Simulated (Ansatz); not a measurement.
What a change of settings does: Os (fcc type)

First run: DFT, PBE, PAW with Ansatz's default frozen-core files, scalar-relativistic (Ansatz 0.2.0).

Command: `ansatz run input.yaml --threads 1 --pin off --max-ram 3584MiB --backend cpu --events-out ev --progress --plain --runs-dir out` It took 24 s on 1 thread of Intel(R) Xeon(R) Platinum 8488C (Sapphire Rapids), with other jobs on the host, peak memory 0.69 GiB.

```yaml
crystal:
  lattice:
    - [-3.8561071758, 3.8561071758, 3.8561071758]
    - [0.0, -1.9280535879, 1.9280535879]
    - [3.8561071758, 1.9280535879, 1.9280535879]
  atoms:
    - { symbol: Os, position: [0.0, 0.0, 0.0] }
    - { symbol: Os, position: [0.0, 0.5, 0.5] }
    - { symbol: Os, position: [0.333333333, 0.0, 0.333333333] }
    - { symbol: Os, position: [0.333333333, 0.5, 0.833333333] }
    - { symbol: Os, position: [0.666666667, 0.5, 0.166666667] }
    - { symbol: Os, position: [0.666666667, 0.0, 0.666666667] }
kpoints:
  mp_grid: { grid: [5, 12, 7] }
scf:
  occupations: { method: fermi_dirac, width: 0.08 }
hamiltonian:
  xc: pbe
  pseudopotentials: { kind: paw }
output:
  forces: true
  stress: true
  eigenvalues: true
```

The cell comes from a relaxation on PAW files under the same functional, begun from a prototype that needn't be the stable phase.

This run: bulk in the slab's orientation.

It converges in 6 SCF iterations at a pressure of -0.02 GPa, cutoff 420 eV.

The input is then changed:

```diff
   occupations: { method: fermi_dirac, width: 0.08 }
+  n_extra_bands: 32
 hamiltonian:
   pseudopotentials: { kind: paw }
+  hubbard: { sites: [{ species: Os, l: d, u_eff: 6.0 }], double_counting: fll }
 output:
```

Predict the outcome of the changed run.

It converges in 8 SCF iterations at a pressure of -3.51 GPa, cutoff 420 eV. More than one line changes, and not each need have an effect.
